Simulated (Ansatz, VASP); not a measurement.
LiF: VASP beside Ansatz

File INCAR:

```
SYSTEM = LiF
PREC = Accurate
ENCUT = 520
EDIFF = 1E-6
ISMEAR = 0
SIGMA = 0.05
LREAL = .FALSE.
LASPH = .TRUE.
NELM = 60
ALGO = Normal
ISIF = 2
LWAVE = .FALSE.
LCHARG = .FALSE.
GGA = PS
NBANDS = 18
```

Contents of KPOINTS:

```
Automatic mesh
0
G
  9 9 6
  0 0 0
```

Contents of POSCAR:

```
LiF
1.0
    3.1472084965      0.0000000000      0.0000000000
   -1.5736042482      2.7255625090      0.0000000000
    0.0000000000      0.0000000000      4.5473878428
Li F
2 2
Direct
    0.3333333333      0.6666666667      0.3811542600
    0.6666666667      0.3333333333      0.8811542600
    0.3333333333      0.6666666667      0.9938437400
    0.6666666667      0.3333333333      0.4938437400
```

Input for Ansatz:

```yaml
crystal:
  lattice:
    - [3.1472084965, 0.0, 0.0]
    - [-1.5736042482, 2.725562509, 0.0]
    - [0.0, 0.0, 4.5473878428]
  atoms:
    - { symbol: Li, position: [0.3333333333, 0.6666666667, 0.38115426] }
    - { symbol: Li, position: [0.6666666667, 0.3333333333, 0.88115426] }
    - { symbol: F, position: [0.3333333333, 0.6666666667, 0.99384374] }
    - { symbol: F, position: [0.6666666667, 0.3333333333, 0.49384374] }
basis:
  ecutwfc: 420
kpoints:
  mp_grid: { grid: [9, 9, 6] }
hamiltonian:
  xc: pbesol
scf:
  occupations: { method: gaussian, width: 0.05 }
output:
  forces: true
  stress: true
  eigenvalues: true
```

Alike in both runs: task single point; functional PBEsol; k mesh 9 × 9 × 6; occupations gaussian, width 0.05 eV; no spin polarisation.

```csv
,VASP,Ansatz
version,VASP 6.6.1,Ansatz 0.2.0
potentials or method,"VASP PAW PBE potentials, release 64 (Li_sv, F)","scalar-relativistic, plane waves, PAW"
plane-wave cutoff (eV),520,420
valence electrons in the cell,20,20
```

```tsv
	VASP	Ansatz	Ansatz less VASP
gap on the k mesh at the Fermi level (eV)	7.65	7.66	+0.013
least direct gap on the mesh (eV)	7.65	7.66	+0.013
rms of the force components (eV/Å)	0.268	0.252	-0.0164
```

Atom by atom the forces differ by 0.016 eV/Å (rms over components).

Caveats: the PAW data sets were made with another functional, which shifts forces and pressure a little (VASP); an odd mesh through Γ misses points on the zone boundary, where band edges often lie. Expect the measured gap to be larger: semilocal functionals such as PBEsol lack the derivative discontinuity.
